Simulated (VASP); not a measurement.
# B (R-3m) in VASP: further runs

One crystal, B, is run at these levels: PBEsol; tasks: single point, relaxation of cell and atoms.

Everything below comes from runs of VASP 6.6.1. Logs are shortened: lines on timing, memory, paths and dates and some standing lists are left out, and cuts for length are marked.

### Step 1. The crystal as given

The structure is trigonal, space group R-3m (No. 166). The conventional cell has a = 4.876 Å, b = 4.876 Å, c = 12.500 Å, α = 90.00°, β = 90.00°, γ = 120.00°. B (site symmetry m) is surrounded by 6 B at 1.67 to 1.79 Å. Around B (site symmetry m) lie 7 B at 1.77 to 1.99 Å.

### Step 2. Single point, PBEsol

File INCAR:

```
  PREC = Accurate
  ENCUT = 520
  EDIFF = 1E-7
  ISMEAR = 0
  SIGMA = 0.02
  LREAL = F
  LASPH = T
  NELM = 100
  ALGO = Fast
  ISIF = 2
  LWAVE = F
  LCHARG = F
  GGA = PS
  NBANDS = 30
```

File KPOINTS:

```
Automatic mesh
0
Gamma
  9 9 9
```

File POSCAR:

```
B
1.0
    2.4382408534      1.4077190131      4.1665883359
   -2.4382408534      1.4077190131      4.1665883359
    0.0000000000     -2.8154380261      4.1665883359
B
12
Direct
    0.0106149335      0.6538280188      0.0106149335
    0.0106149335      0.0106149335      0.6538280188
    0.6538280188      0.0106149335      0.0106149335
    0.3461719812      0.9893850665      0.9893850665
    0.9893850665      0.3461719812      0.9893850665
    0.9893850665      0.9893850665      0.3461719812
    0.2215875390      0.6298071169      0.2215875390
    0.2215875390      0.2215875390      0.6298071169
    0.6298071169      0.2215875390      0.2215875390
    0.3701928831      0.7784124610      0.7784124610
    0.7784124610      0.3701928831      0.7784124610
    0.7784124610      0.7784124610      0.3701928831
```

Potentials or basis: VASP PAW PBE potentials, release 64 (B).

On the command line:

```bash
> cat potpaw_PBE.64/B/POTCAR > POTCAR
> mpirun -np 1 vasp_std > vasp.out
```

OUTCAR:

```text
PREC = Accurate
   ENCUT = 520
   EDIFF = 1E-7
   ISMEAR = 0
   LREAL = F
   LASPH = T
   NELM = 100
   ISIF = 2
   GGA = PS

 ion  position               nearest neighbor table
   1  0.011  0.654  0.011-   5 1.67   3 1.74   2 1.74   7 1.79  12 1.79  10 1.79
   2  0.011  0.011  0.654-   6 1.67   3 1.74   1 1.74   8 1.79  10 1.79  11 1.79
   3  0.654  0.011  0.011-   4 1.67   1 1.74   2 1.74   9 1.79  12 1.79  11 1.79
   4  0.346  0.989  0.989-   3 1.67   5 1.74   6 1.74  10 1.79   8 1.79   7 1.79
   5  0.989  0.346  0.989-   1 1.67   4 1.74   6 1.74  11 1.79   8 1.79   9 1.79
   6  0.989  0.989  0.346-   2 1.67   4 1.74   5 1.74  12 1.79   9 1.79   7 1.79
   7  0.222  0.630  0.222-  10 1.77  12 1.77   1 1.79   6 1.79   4 1.79   9 1.99   8 1.99
   8  0.222  0.222  0.630-  10 1.77  11 1.77   2 1.79   4 1.79   5 1.79   7 1.99   9 1.99
   9  0.630  0.222  0.222-  11 1.77  12 1.77   3 1.79   6 1.79   5 1.79   7 1.99   8 1.99
  10  0.370  0.778  0.778-   7 1.77   8 1.77   4 1.79   2 1.79   1 1.79  11 1.99  12 1.99
  11  0.778  0.370  0.778-   9 1.77   8 1.77   5 1.79   2 1.79   3 1.79  10 1.99  12 1.99
  12  0.778  0.778  0.370-   7 1.77   9 1.77   6 1.79   3 1.79   1 1.79  10 1.99  11 1.99

  LATTYP: Found a trigonal (rhomboedric) cell.
 ALAT       =     5.0286329792
 COS(alpha) =     0.5297992424

  Lattice vectors:

 A1 = (   2.4382408534,   1.4077190131,   4.1665883359)
 A2 = (  -2.4382408534,   1.4077190131,   4.1665883359)
 A3 = (   0.0000000000,  -2.8154380261,   4.1665883359)

Analysis of symmetry for initial positions (statically):
=====================================================================
 Subroutine PRICEL returns:
 Original cell was already a primitive cell.

 Routine SETGRP: Setting up the symmetry group for a
 trigonal (rhombohedral) supercell.

 Subroutine GETGRP returns: Found 12 space group operations
 (whereof 12 operations were pure point group operations)
 out of a pool of 12 trial point group operations.

The static configuration has the point symmetry D_3d.

Analysis of symmetry for dynamics (positions and initial velocities):
=====================================================================
 Subroutine PRICEL returns:
 Original cell was already a primitive cell.

 Routine SETGRP: Setting up the symmetry group for a
 trigonal (rhombohedral) supercell.

 Subroutine GETGRP returns: Found 12 space group operations
 (whereof 12 operations were pure point group operations)
 out of a pool of 12 trial point group operations.

The dynamic configuration has the point symmetry D_3d.
[... 134 lines left out ...]
   ISMEAR =     0;   SIGMA  =   0.02  broadening in eV -4-tet -1-fermi 0-gaus
   EFERMI_NEDOS =   21; number of points for ismear=-14 and -15
   IALGO  =     68    algorithm
   IMIX   =      4    mixing-type and parameters
     AMIX     =   0.40;   BMIX     =  1.00
     AMIX_MAG =   1.60;   BMIX_MAG =  1.00
  volume/ion in A,a.u.               =       7.15        48.25
  Fermi-wavevector in a.u.,A,eV,Ry     =   1.225559  2.315971 20.435878  1.501995
  Thomas-Fermi vector in A             =   2.360592
   LORBIT       =      0    0 simple, 1 ext, 2 COOP (PROOUT), +10 PAW based schemes
   GGA     = PS    functional components
   LHFCALC =     F    Hartree Fock is set to
   AEXX    =    0.0000 exact exchange contribution
   IVDW    =     0    specifies the selected vdW correction
   LEPSILON=     F    determine dielectric tensor
   LRPA    =     F    only Hartree local field effects (RPA)
 non-spin polarized calculation
 RMM-DIIS sequential band-by-band and
 Gauss-broadening in eV      SIGMA  =   0.02
  energy-cutoff  :      520.00
  volume of cell :       85.81
 maximum number of plane-waves:      2325
 NGX is ok and might be reduce to    40
   NGX = 19   NGY = 19   NGZ = 19

 number of electron      36.0000000 magnetization

 Free energy of the ion-electron system (eV)
  ---------------------------------------------------
  ext. energy  EPLUGINS =         0.00000000
  ---------------------------------------------------
  free energy    TOTEN  =       -84.47227539 eV

  energy without entropy =      -84.47227539  energy(sigma->0) =      -84.47227539

 E-fermi :   6.1811     XC(G=0): -11.7172

 val. band max:        6.0334028402   @ k =   0.4444   0.4444   0.4444
 cond. band min:       7.3829350524   @ k =   0.0000   0.0000   0.0000
 fundamental gap:      1.3495322121
 Fermi energy:         6.1810627721

 k-point     1 :       0.0000    0.0000    0.0000
  band No.  band energies     occupation
      1     -10.2925      2.00000
      2      -4.4743      2.00000
      3      -4.2175      2.00000
      4      -4.2175      2.00000
      5      -3.2554      2.00000
      6      -2.5646      2.00000
[... 781 lines left out ...]
     29      15.0903      0.00000
     30      15.4917      0.00000

 [... further k-points ...]

------------------------ aborting loop because EDIFF is reached ----------------------------------------

  FORCE on cell =-STRESS in cart. coord.  units (eV):
  Direction    XX          YY          ZZ          XY          YZ          ZX
  --------------------------------------------------------------------------------------
  -------------------------------------------------------------------------------------
  Total        0.1953079      0.1953079      0.1820159      0.0000000      0.0000000     -0.0000000
  in kB        3.6467492      3.6467492      3.3985645      0.0000000      0.0000000     -0.0000000
  external PRESSURE =       3.5640210 kB  Pullay stress =       0.0000000 kB

 VOLUME and BASIS-vectors are now :
 -----------------------------------------------------------------------------
  energy-cutoff  :      520.00
  volume of cell :       85.81
      direct lattice vectors                 reciprocal lattice vectors
     2.438240853  1.407719013  4.166588336     0.205065877  0.118394840  0.080001504
    -2.438240853  1.407719013  4.166588336    -0.205065877  0.118394840  0.080001504
     0.000000000 -2.815438026  4.166588336     0.000000000 -0.236789679  0.080001504

 POSITION                                       TOTAL-FORCE (eV/Angst)
 -----------------------------------------------------------------------------------
     -1.56831      0.90546      2.81269         0.014508     -0.008376     -0.014632
      0.00000     -1.81093      2.81269         0.000000      0.016753     -0.014632
      1.56831      0.90546      2.81269        -0.014508     -0.008376     -0.014632
     -1.56831     -0.90546      9.68708         0.014508      0.008376      0.014632
      1.56831     -0.90546      9.68708        -0.014508      0.008376      0.014632
      0.00000      1.81093      9.68708         0.000000     -0.016753      0.014632
     -0.99534      0.57466      4.47068         0.024679     -0.014248      0.007293
      0.00000     -1.14932      4.47068         0.000000      0.028497      0.007293
      0.99534      0.57466      4.47068        -0.024679     -0.014248      0.007293
     -0.99534     -0.57466      8.02909         0.024679      0.014248     -0.007293
      0.99534     -0.57466      8.02909        -0.024679      0.014248     -0.007293
      0.00000      1.14932      8.02909         0.000000     -0.028497     -0.007293
 -----------------------------------------------------------------------------------
    total drift:                               -0.000000      0.000000      0.000000

  FREE ENERGIE OF THE ION-ELECTRON SYSTEM (eV)
  ---------------------------------------------------
  free  energy   TOTEN  =       -84.4722753919 eV

  energy  without entropy=      -84.4722753919  energy(sigma->0) =      -84.47227539
```

OSZICAR:

```text
N       E                     dE             d eps       ncg     rms          rms(c)
DAV:   1     0.702230599525E+02    0.70223E+02   -0.16770E+04  5100   0.110E+03
DAV:   2    -0.834916418842E+02   -0.15371E+03   -0.14578E+03  6394   0.220E+02
DAV:   3    -0.891039120728E+02   -0.56123E+01   -0.55638E+01  6816   0.375E+01
DAV:   4    -0.891426055672E+02   -0.38693E-01   -0.38652E-01  6686   0.324E+00
DAV:   5    -0.891429816659E+02   -0.37610E-03   -0.37606E-03  6640   0.309E-01    0.113E+01
RMM:   6    -0.853248838659E+02    0.38181E+01   -0.39449E+00  5128   0.701E+00    0.623E+00
RMM:   7    -0.845221757060E+02    0.80271E+00   -0.26851E+00  5378   0.589E+00    0.192E+00
RMM:   8    -0.844802798865E+02    0.41896E-01   -0.24618E-01  5480   0.234E+00    0.405E-01
RMM:   9    -0.844728787357E+02    0.74012E-02   -0.67542E-02  5995   0.971E-01    0.175E-01
RMM:  10    -0.844722151668E+02    0.66357E-03   -0.70284E-03  5929   0.393E-01    0.441E-02
RMM:  11    -0.844722555824E+02   -0.40416E-04   -0.99013E-04  6180   0.135E-01    0.206E-02
RMM:  12    -0.844722756839E+02   -0.20101E-04   -0.11366E-04  6134   0.471E-02    0.793E-03
RMM:  13    -0.844722757399E+02   -0.56003E-07   -0.29102E-05  6306   0.199E-02    0.452E-03
RMM:  14    -0.844722751168E+02    0.62307E-06   -0.10416E-05  6126   0.115E-02    0.105E-03
RMM:  15    -0.844722753201E+02   -0.20327E-06   -0.13653E-06  5989   0.483E-03    0.357E-04
RMM:  16    -0.844722753919E+02   -0.71841E-07   -0.33110E-07  4884   0.200E-03
   1 F= -.84472275E+02 E0= -.84472275E+02  d E =-.657592E-28
```

stdout:

```text
POSCAR found type information on POSCAR B
 POSCAR found :  1 types and      12 ions
 scaLAPACK will be used
 -----------------------------------------------------------------------------
|                                                                             |
|                                                                             |
|     You enforced a specific xc type in the INCAR file but a different       |
|     I HOPE YOU KNOW WHAT YOU ARE DOING!                                     |
|                                                                             |
 -----------------------------------------------------------------------------

 LDA part: xc-table for (Slater+PW92), standard interpolation
 POSCAR, INCAR and KPOINTS ok, starting setup
 FFT: planning ... GRIDC
 FFT: planning ... GRID_SOFT
 FFT: planning ... GRID
 WAVECAR not read
 entering main loop
```

Wall time 2 min (1 thread of Intel Xeon 6975P-C (Granite Rapids), shared host); peak memory 0.31 GiB.

Results:

```yaml
Free_energy: -84.4723 eV
Pressure: 0.4 GPa
Largest_force: 0.029 eV/Å
Band_gap_on_the_k_mesh: 1.35 eV, indirect (least direct gap 1.67 eV)
```

Forces in eV/Å, atoms in the order of the input:
```
B    0.015 -0.008 -0.015
B    0.000  0.017 -0.015
B   -0.015 -0.008 -0.015
B    0.015  0.008  0.015
B   -0.015  0.008  0.015
B    0.000 -0.017  0.015
B    0.025 -0.014  0.007
B    0.000  0.028  0.007
B   -0.025 -0.014  0.007
B    0.025  0.014 -0.007
B   -0.025  0.014 -0.007
B    0.000 -0.028 -0.007
```

Levels at points of the mesh, in eV from the valence-band top:
| k point | band 16 | band 17 | band 18 | band 19 | band 20 | band 21 |
| --- | --- | --- | --- | --- | --- | --- |
| (0.00, 0.00, 0.00) | -0.85 | -0.85 | -0.35 | 1.35 | 4.55 | 4.55 |

Caveat: the PAW data sets were made with another functional, which shifts forces and pressure a little; an odd mesh through Γ misses points on the zone boundary, where band edges often lie.

### Step 3. Relaxation of cell and atoms, PBEsol

This run uses another cell than the first one, of 7.23 Å³/atom, 1.011 times its volume.

File INCAR:

```
PREC = Accurate ; ENCUT = 600
EDIFF = 1E-7 ; ISMEAR = 0
SIGMA = 0.02 ; LREAL = False
LASPH = True ; NELM = 100
ALGO = Fast ; ISIF = 3
LWAVE = False ; LCHARG = False
GGA = PS ; IBRION = 2
NSW = 100 ; EDIFFG = -0.005
```

File KPOINTS:

```
regular mesh
0
Gamma
  9 9 9
```

File POSCAR:

```
B
1.0
    2.4491963929      1.4140441968      4.1747204365
   -2.4491963929      1.4140441968      4.1747204365
    0.0000000000     -2.8280883935      4.1747204365
B
12
Direct
    0.0099700400      0.6542851200      0.0099700400
    0.0099700400      0.0099700400      0.6542851200
    0.6542851200      0.0099700400      0.0099700400
    0.3457148800      0.9900299600      0.9900299600
    0.9900299600      0.3457148800      0.9900299600
    0.9900299600      0.9900299600      0.3457148800
    0.2205655700      0.6316348300      0.2205655700
    0.2205655700      0.2205655700      0.6316348300
    0.6316348300      0.2205655700      0.2205655700
    0.3683651700      0.7794344300      0.7794344300
    0.7794344300      0.3683651700      0.7794344300
    0.7794344300      0.7794344300      0.3683651700
```

Potentials or basis: VASP PAW PBE potentials, release 64 (B).

On the command line:

```bash
> cat potpaw_PBE.64/B/POTCAR > POTCAR
> mpirun -np 1 vasp_std > vasp.out
```

It took 5.6 min on 1 thread of Intel Xeon 6975P-C (Granite Rapids), shared host; peak memory 0.33 GiB.

Results (log left out):

```
Free energy                            : -84.4838 eV
Relaxed volume                         : 7.16 Å³/atom
Relaxed cell                           : a = 5.031 Å, b = 5.031 Å, c = 5.031 Å, α = 58.00°, β = 58.00°, γ = 58.00°
Space group after relaxing (to 0.05 Å) : R-3m (No. 166)
Energy gained by relaxing              : 0.8 meV/atom
Ionic steps                            : 7
Pressure after relaxing                : 0.0 GPa
Largest force after relaxing           : 0.004 eV/Å
Band gap on the k mesh                 : 1.34 eV, indirect (least direct gap 1.66 eV)
```

Forces on the atoms (eV/Å):
```
B    0.001 -0.001  0.000
B    0.000  0.002  0.000
B   -0.001 -0.001  0.000
B    0.001  0.001  0.000
B   -0.001  0.001  0.000
B    0.000 -0.002  0.000
B    0.000  0.000 -0.004
B    0.000 -0.001 -0.004
B    0.000  0.000 -0.004
B    0.000  0.000  0.004
B    0.000  0.000  0.004
B    0.000  0.001  0.004
```

Step by step:
```tsv
step	energy change (eV)	largest force (eV/Å)	pressure (GPa)	volume (Å³)
1	0.0000	0.1677	-1.53	86.75
2	-0.0091	0.0754	0.17	85.88
3	-0.0091	0.0755	0.17	85.88
4	-0.0092	0.0994	-0.07	85.88
5	-0.0096	0.0212	0.05	85.88
6	-0.0098	0.0063	-0.02	85.90
7	-0.0098	0.0040	0.00	85.90
```

Final structure:
```
B
1.0
     2.43902    1.40817    4.16828
    -2.43902    1.40817    4.16828
     0.00000   -2.81633    4.16828
B
12
Direct
  0.01063 0.65374 0.01063
  0.01063 0.01063 0.65374
  0.65374 0.01063 0.01063
  0.34626 0.98937 0.98937
  0.98937 0.34626 0.98937
  0.98937 0.98937 0.34626
  0.22170 0.62966 0.22170
  0.22170 0.22170 0.62966
  0.62966 0.22170 0.22170
  0.37034 0.77830 0.77830
  0.77830 0.37034 0.77830
  0.77830 0.77830 0.37034
```

Levels at points of the mesh, in eV from the valence-band top:
```
           k point  band 14  band 15  band 16  band 17  band 18  band 19  band 20  band 21  band 22  band 23
(0.00, 0.00, 0.00)    -4.57    -1.48    -0.86    -0.86    -0.35     1.34     4.54     4.54     4.69     4.69
```

Caveat: the PAW data sets were made with another functional, which shifts forces and pressure a little; an odd mesh through Γ misses points on the zone boundary, where band edges often lie.

### Step 4. Single point, PBEsol

This run uses another cell than the first one, of 7.23 Å³/atom, 1.011 times its volume.

File INCAR:

```
SYSTEM = B
PREC = Accurate ; ENCUT = 520
EDIFF = 1E-6 ; ISMEAR = 0
SIGMA = 0.1 ; LREAL = .FALSE.
LASPH = .TRUE. ; NELM = 100
ALGO = Normal ; ISIF = 2
LWAVE = .FALSE. ; LCHARG = .FALSE.
GGA = PS ; NBANDS = 30
```

File KPOINTS:

```
regular mesh
0
G
  6 6 6
  0 0 0
```

POSCAR is that of step 3.

On the command line:

```bash
> cat potpaw_PBE.64/B/POTCAR > POTCAR
> mpirun -np 1 vasp_std > vasp.out
```

Wall time 38 s (1 thread of Intel Xeon 6975P-C (Granite Rapids), shared host); peak memory 0.24 GiB.

The run converged. Its results:

| Item | Value |
| --- | --- |
| Free energy | -84.4637 eV |
| Pressure | -1.5 GPa |
| Largest force | 0.166 eV/Å |
| Band gap on the k mesh | 1.47 eV, indirect (least direct gap 1.83 eV) |

Forces on the atoms (eV/Å):
```
B    0.024 -0.014  0.067
B    0.000  0.027  0.067
B   -0.024 -0.014  0.067
B    0.024  0.014 -0.067
B   -0.024  0.014 -0.067
B    0.000 -0.027 -0.067
B    0.143 -0.082  0.021
B    0.000  0.165  0.021
B   -0.143 -0.082  0.021
B    0.143  0.082 -0.021
B   -0.143  0.082 -0.021
B    0.000 -0.165 -0.021
```

Stress tensor (GPa, compression positive):
```
-1.65  0.00  0.00
 0.00 -1.65  0.00
 0.00  0.00 -1.22
```

Levels at points of the mesh, in eV from the valence-band top:
```
           k point  band 15  band 16  band 17  band 18  band 19  band 20  band 21  band 22
(0.00, 0.00, 0.00)    -1.34    -0.80    -0.80    -0.36     1.47     4.56     4.56     4.76
(0.50, 0.00, 0.00)    -2.62    -1.92    -1.69    -0.55     1.96     3.27     3.66     4.86
(0.50, 0.50, 0.00)    -2.90    -2.56    -2.11    -1.90     1.49     2.67     2.88     3.50
(0.50, 0.50, 0.50)    -2.96    -1.85    -1.85     0.00     2.67     2.81     2.81     4.96
```

Caveat: the PAW data sets were made with another functional, which shifts forces and pressure a little.

### Step 5. Summary

```tsv
task	cell	k mesh	cutoff (eV)	smearing	gap on the mesh (eV)	pressure (GPa)	largest force (eV/Å)
single point	R-3m, 7.15 Å³/atom	9 × 9 × 9	520	gaussian 0.02 eV	1.35	0.4	0.03
relaxation of cell and atoms	relaxed	9 × 9 × 9	600	gaussian 0.02 eV	1.34	0.0	-
single point	R-3m, 7.23 Å³/atom	6 × 6 × 6	520	gaussian 0.1 eV	1.47	-1.5	0.17
```

Alike in all rows: level PBEsol; potentials or basis VASP PAW PBE potentials, release 64 (B); no spin polarisation.

Caveats: the PAW data sets were made with another functional, which shifts forces and pressure a little; an odd mesh through Γ misses points on the zone boundary, where band edges often lie (some runs).

Total energies depend on the potentials used, so only differences within one code and one set of settings carry meaning.
